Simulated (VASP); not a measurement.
CuI:

```
I Cu
1.0
     4.09020    0.00000    0.00000
     0.00000    4.09020    0.00000
     0.00000    0.00000    6.55146
I Cu
2 2
Cartesian
  0.0000 2.0451 4.8680
  2.0451 0.0000 1.6835
  0.0000 0.0000 0.0000
  2.0451 2.0451 0.0000
```

Measurements of this composition are mostly on another form, of space group No. 216.

Base run:

- Program: VASP 6.6.1
- Functional: PBE
- Potentials or basis: VASP PAW PBE potentials, release 64 (I, Cu)
- Cutoff: 520 eV
- k mesh: 7 × 7 × 4
- Occupations: fermi-dirac, width 0.05 eV
- Spin: no spin polarisation

Its results: band gap on the k mesh 1.62 eV, direct; pressure 1.4 GPa; largest force 0.154 eV/Å.

Task: The run is repeated on the same cell with these changes: functional from PBE to PBEsol. What comes out?

Result: Band gap on the k mesh 1.50 eV, direct; pressure -1.6 GPa; largest force 0.214 eV/Å.

PBEsol binds more tightly than PBE, so the same cell stands under less pressure.

Caveats: spin-orbit coupling is left out, which moves the levels of the heavy elements; this functional lacks dispersion, which binds the layers, so the pressure and a relaxed spacing across them are unreliable; the PAW data sets were made with another functional, which shifts forces and pressure a little (some runs).

